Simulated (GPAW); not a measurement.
# Al (Fm-3m) in GPAW: notebook

Aim: see how the results for Al move with the level of theory and the settings. Levels: PBEsol, MS2, PBE. Tasks: band structure, equation of state.

Program: GPAW 26.7.0. These are calculated values, not measurements. Logs are shortened: lines on timing, memory, paths and dates and some standing lists are left out, and cuts for length are marked. The log counts tension as positive stress, the text compression.

## 1. Starting point

The structure is cubic, space group Fm-3m (No. 225). The conventional cell has a = 4.050 Å, b = 4.050 Å, c = 4.050 Å, α = 90.00°, β = 90.00°, γ = 90.00°. Around Al (site symmetry m-3m) lie 12 Al at 2.86 Å.

## 2. Band structure, PBEsol

run.py

```python
from ase.dft.bandgap import bandgap
from ase.io import write
from ase.spacegroup import crystal
from ase.units import GPa
from gpaw import GPAW, PW, setup_paths

setup_paths.insert(0, '.')

# Al 4a
atoms = crystal(['Al'],
                basis=[[0.0, 0.0, 0.0]],
                spacegroup=225, setting=1,  # Fm-3m
                cellpar=[4.04961, 4.04961, 4.04961, 90.0, 90.0, 90.0],
                primitive_cell=True)

calc = GPAW(mode=PW(600),
            xc='PBEsol',
            kpts={'size': (11, 11, 11), 'gamma': True},
            occupations={'name': 'fermi-dirac', 'width': 0.05},
            nbands=7,
            convergence={'density': 1e-05, 'energy': 1e-05},
            maxiter=150,
            txt='gpaw.txt')
atoms.calc = calc
energy = atoms.get_potential_energy()
forces = atoms.get_forces()
stress = atoms.get_stress()
calc.write('gs.gpw')
write('result.traj', atoms)
print(f'Energy: {energy:.6f} eV')
print('Forces (eV/A):')
print(forces.round(4))
print('Stress (GPa):', (stress / GPa).round(3))
print('Fermi level:', round(calc.get_fermi_level(), 4), 'eV')
print(f'Gap: {bandgap(calc)[0]:.4f} eV, direct: {bandgap(calc, direct=True)[0]:.4f} eV')

path = atoms.cell.bandpath('GXWKGLUWLK,UX', npoints=60, eps=1e-4)
bs_calc = calc.fixed_density(kpts=path, symmetry='off', nbands=13,
                             convergence={'bands': 'CBM+6.0', 'eigenstates': 1e-6}, txt='bands.txt')
bs = bs_calc.band_structure()
bs.write('bs.json')
print(f'Gap on the path: {bandgap(bs_calc)[0]:.4f} eV')
```

Potentials or basis: PAW data sets generated in the run's folder for this functional, pw.

Started as:

```console
$ gpaw-setup -f PBEsol Al
$ OMP_NUM_THREADS=1 python run.py
```

gpaw.txt:

```text
__  _  _
 | _ |_)|_||  |
 |__||  | ||/\| - 26.7.0

Input parameters:
  mode=PW(ecut=600.0),
  convergence={'density': 1e-05, 'energy': 1e-05},
  kpts=MonkhorstPack(size=(11, 11, 11), gamma=True),
  maxiter=150,
  nbands=7,
  occupations=Occupations(name='fermi-dirac', width=0.05),
  xc=XC(name='PBEsol')

Diagonalizing LCAO Hamiltonian
Converting LCAO to pw mode

       Al

Atoms  # Å, Bohr magnetons
|   | symbol |        x |        y |        z |    initial magnetic moments |
|---|--------|----------|----------|----------|-----------------------------|
| 0 |     Al | 0.000000 | 0.000000 | 0.000000 | ( 0.0000,  0.0000,  0.0000) |

Unit cell  # Å
| periodic |        x |        y |        z |  lengths |    angles |
|----------|----------|----------|----------|----------|-----------|
|      yes | 0.000000 | 2.024805 | 2.024805 | 2.863507 | 60.000000 |
|      yes | 2.024805 | 0.000000 | 2.024805 | 2.863507 | 60.000000 |
|      yes | 2.024805 | 2.024805 | 0.000000 | 2.863507 | 60.000000 |

Number of symmetries: 48
Symmetry operations  # r_c * U_cc + t_c -> r_c
|    | kind |            matrix            |
|----|------|------------------------------|
|  0 |  σ   |  1, 0, 0,  1, 0,-1,  1,-1, 0 |
|  1 |  C2  |  1, 0, 0,  1,-1, 0,  1, 0,-1 |
|  2 |  E   |  1, 0, 0,  0, 1, 0,  0, 0, 1 |
|  3 |  σ   |  1, 0, 0,  0, 0, 1,  0, 1, 0 |
|  4 |  C4  |  1, 0,-1,  1, 0, 0,  1,-1, 0 |
|  5 |  S6  |  1, 0,-1,  1,-1, 0,  1, 0, 0 |
|  6 |  σ   |  1, 0,-1,  0, 1,-1,  0, 0,-1 |
|  7 |  C3  |  1, 0,-1,  0, 0,-1,  0, 1,-1 |
|  8 |  S6  |  1,-1, 0,  1, 0, 0,  1, 0,-1 |
|  9 |  C4  |  1,-1, 0,  1, 0,-1,  1, 0, 0 |
| 10 |  C3  |  1,-1, 0,  0,-1, 1,  0,-1, 0 |
| 11 |  σ   |  1,-1, 0,  0,-1, 0,  0,-1, 1 |
| 12 |  σ   |  0, 1, 0,  1, 0, 0,  0, 0, 1 |
| 13 |  C4  |  0, 1, 0,  0, 1,-1, -1, 1, 0 |
| 14 |  C3  |  0, 1, 0,  0, 0, 1,  1, 0, 0 |
| 15 |  S6  |  0, 1, 0, -1, 1, 0,  0, 1,-1 |
| 16 |  C2  |  0, 1,-1,  1, 0,-1,  0, 0,-1 |
| 17 |  σ   |  0, 1,-1,  0, 1, 0, -1, 1, 0 |
| 18 |  S4  |  0, 1,-1,  0, 0,-1,  1, 0,-1 |
| 19 |  C4  |  0, 1,-1, -1, 1, 0,  0, 1, 0 |
| 20 |  C3  |  0, 0, 1,  1, 0, 0,  0, 1, 0 |
| 21 |  σ   |  0, 0, 1,  0, 1, 0,  1, 0, 0 |
| 22 |  S6  |  0, 0, 1,  0,-1, 1, -1, 0, 1 |
| 23 |  C4  |  0, 0, 1, -1, 0, 1,  0,-1, 1 |
| 24 |  S4  |  0, 0,-1,  1, 0,-1,  0, 1,-1 |
| 25 |  C3  |  0, 0,-1,  0, 1,-1,  1, 0,-1 |
| 26 |  C2  |  0, 0,-1,  0,-1, 0, -1, 0, 0 |
| 27 |  S6  |  0, 0,-1, -1, 0, 0,  0,-1, 0 |
| 28 |  S4  |  0,-1, 1,  1,-1, 0,  0,-1, 0 |
| 29 |  C4  |  0,-1, 1,  0, 0, 1, -1, 0, 1 |
| 30 |  C2  |  0,-1, 1,  0,-1, 0,  1,-1, 0 |
| 31 |  σ   |  0,-1, 1, -1, 0, 1,  0, 0, 1 |
| 32 |  C3  |  0,-1, 0,  1,-1, 0,  0,-1, 1 |
| 33 |  S6  |  0,-1, 0,  0, 0,-1, -1, 0, 0 |
| 34 |  S4  |  0,-1, 0,  0,-1, 1,  1,-1, 0 |
| 35 |  C2  |  0,-1, 0, -1, 0, 0,  0, 0,-1 |
| 36 |  C2  | -1, 1, 0,  0, 1, 0,  0, 1,-1 |
| 37 |  S6  | -1, 1, 0,  0, 1,-1,  0, 1, 0 |
| 38 |  S4  | -1, 1, 0, -1, 0, 1, -1, 0, 0 |
| 39 |  C3  | -1, 1, 0, -1, 0, 0, -1, 0, 1 |
| 40 |  S6  | -1, 0, 1,  0, 0, 1,  0,-1, 1 |
| 41 |  C2  | -1, 0, 1,  0,-1, 1,  0, 0, 1 |
| 42 |  C3  | -1, 0, 1, -1, 1, 0, -1, 0, 0 |
| 43 |  S4  | -1, 0, 1, -1, 0, 0, -1, 1, 0 |
| 44 |  C2  | -1, 0, 0,  0, 0,-1,  0,-1, 0 |
| 45 |  i   | -1, 0, 0,  0,-1, 0,  0, 0,-1 |
| 46 |  σ   | -1, 0, 0, -1, 1, 0, -1, 0, 1 |
| 47 |  C2  | -1, 0, 0, -1, 0, 1, -1, 1, 0 |

BZ-sampling:
  Number of BZ points: 1331
  Number of IBZ points: 56

  Monkhorst-Pack size: [11, 11, 11]
  Monkhorst-Pack shift: [0, 0, 0]

K-points  # in reciprocal-cell coordinates
|     |                                coordinates |     weight |
|-----|--------------------------------------------|------------|
|   0 | (  0.00000000,   0.00000000,   0.00000000) | 0.00075131 |
|   1 | (  0.09090909,   0.09090909,   0.00000000) | 0.00450789 |
|   2 | (  0.09090909,   0.09090909,   0.09090909) | 0.00601052 |
|   3 | (  0.18181818,   0.09090909,   0.09090909) | 0.00901578 |
|   4 | (  0.18181818,   0.18181818,   0.00000000) | 0.00450789 |
|   5 | (  0.18181818,   0.18181818,   0.09090909) | 0.01803156 |
|   6 | (  0.18181818,   0.18181818,   0.18181818) | 0.00601052 |
|   7 | (  0.27272727,   0.18181818,   0.09090909) | 0.01803156 |
|   8 | (  0.27272727,   0.18181818,   0.18181818) | 0.01803156 |
|   9 | (  0.27272727,   0.27272727,   0.00000000) | 0.00450789 |
| ... |                                            |            |
|  55 | (  0.45454545,   0.45454545,   0.45454545) | 0.00601052 |

Plane wave coefficients: 564
Cutoff: 600.0 eV

Spin-components: 1 (collinear spins)
Bands:           7
Projectors:      5
Spin-degeneracy: 2
Datatype:        complex128

Parallelization:
  kpt:    1
  domain: 1
  band:   1

Density:
  Valence electrons: 3.0
  Components: 1
  Grid points: [18 18 18]
  Charge: 0.0  # |e|

Potential:
  Grid points: [18 18 18]

species:
  Al:
    name:    Aluminium
    Z:       13.0
    valence: 3
    core:    10
    charge:  0.0  # [|e|]
    compensation charges:
      type: gauss
      rc: 0.34  # [Å]
      lmax: 2
    cutoffs:
      filter: 1.91  # [Å]
      core: 2.36  # [Å]
    projectors
    | kind |    occ | energy [eV] | rcut [Å] |
    |------|--------|-------------|----------|
    |   3s |  2.000 |      -7.715 |    1.085 |
    |   3p |  1.000 |      -2.689 |    1.085 |
    |    s |        |      19.497 |    1.085 |
    |    p |        |      24.522 |    1.085 |
    |    d |        |       0.000 |    1.085 |

    Using partial waves for Al as LCAO basis

Reference energy: -6590.127727  # eV

eigensolver:
  PPCG
  Converge bands: occupied
  niter=2

density mixing:
  MSR1-Mixer
  Pratt-step length: 0.05
  Maximum mixing coefficient: 0.75
  Old densities: 10
  SVD Regularization: 0.005
  Good broyden scale: 1.0
  Trust region scale: 1.0
  Backstep threshold: 4.0
  History deletion threshold: 6.0
  Fourier metric: weight=20.0, sigma=0.015

occupation numbers:
  Fermi-Dirac:
    width: 0.0500  # eV

poisson solver:
  ecut: 4800.0  # eV

xc functional:
  name: PBEsol with 2 nearest neighbor stencil

convergence criteria:
- Maximum integral of absolute [dens]ity change: 1e-05 electrons / valence electron
- Maximum [total energy] change in last 3 cyles: 1e-05 eV / valence electron
- Maximum integral of absolute [eigenst]ate change: 4e-08 eV^2 / valence electron
maximum number of iterations: 150

SCF iterations
|iter     | |      energy | eigst |  dens |
|---------|-|-------------|-------|-------|
|iter:   1| |   -4.096126 | -0.24 |       |
|iter:   2| |   -4.095814 | -3.50 | -0.98 |
|iter:   3| |   -4.091658 | -3.27 | -1.00 |
|iter:   4| |   -4.091669 | -3.99 | -1.57 |
|iter:   5| |   -4.091677c| -6.01 | -2.94 |
|iter:   6| |   -4.091678c| -6.62 | -3.37 |
|iter:   7| |   -4.091678c| -8.68c| -4.59 |
|iter:   8| |   -4.091678c| -9.38c| -5.11c|

Converged in 8 steps
Energy contributions relative to reference atoms: (reference = -6590.127727)

Energy contributions:
  Kinetic:           3.821491
  Coulomb:          -1.948457
  Zero:             -0.006836
  External:          0.000000
  Xc:               -5.955879
  Entropy:          -0.003996
  Spinorbit:         0.000000
  ----------------------------
  Free energy:      -4.093676
  Extrapolated:     -4.091678

dipole moment: (-6.959579, -6.959579, -6.959579)  # |e|*Ang

Fermi level: 7.054
Eigenvalues  # (at kpt = [0.000, 0.000, 0.000])
| band index |      eig [eV] | occ [0-2] |
|------------|---------------|-----------|
|          0 |        -4.046 |     2.000 |
|          1 |        19.629 |     0.000 |
|          2 |        19.629 |     0.000 |
|          3 |        19.629 |     0.000 |
|          4 |        21.051 |     0.000 |
|          5 |        21.051 |     0.000 |
|          6 |        21.051 |     0.000 |

No gap
No difference between direct/indirect transitions

Forces  # eV/Ang
|        x |       y |       z |
|----------|---------|---------|
| -0.00000 | 0.00000 | 0.00000 |  # Al   0

Stress tensor  # eV/Ang^3
|         x |         y |         z |
|-----------|-----------|-----------|
|  0.011108 | -0.000000 |  0.000000 |
| -0.000000 |  0.011108 | -0.000000 |
|  0.000000 | -0.000000 |  0.011108 |

# Writing to gs.gpw (mode='')
```

Run time: 12 s. Hardware: 1 thread of Arm Neoverse V1, shared host; peak memory 0.14 GiB.

Results:

```yaml
Free_energy: -4.0937 eV
Pressure: -1.8 GPa
Band_gap_along_the_path: none (metal or under the smearing width)
```

Levels at the corners of the path, in eV from the Fermi level:
| point | band 1 | band 2 | band 3 | band 4 | band 5 |
| --- | --- | --- | --- | --- | --- |
| Γ | -11.10 | 12.58 | 12.58 | 12.58 | 14.00 |
| X | -2.92 | -1.62 | 5.25 | 5.56 | 5.56 |
| W | -0.85 | -0.85 | 0.16 | 1.06 | 15.80 |
| K | -1.88 | -1.36 | -0.42 | 6.52 | 8.17 |
| Γ | -11.10 | 12.58 | 12.58 | 12.58 | 14.00 |
| L | -4.58 | -4.38 | 11.33 | 11.33 | 11.41 |
| U | -1.88 | -1.36 | -0.42 | 6.52 | 8.17 |
| W | -0.85 | -0.85 | 0.16 | 1.06 | 15.80 |
| L | -4.58 | -4.38 | 11.33 | 11.33 | 11.41 |
| K | -1.88 | -1.36 | -0.42 | 6.52 | 8.17 |
| U | -1.88 | -1.36 | -0.42 | 6.52 | 8.17 |
| X | -2.92 | -1.62 | 5.25 | 5.56 | 5.56 |

[end of part 1 of 2]
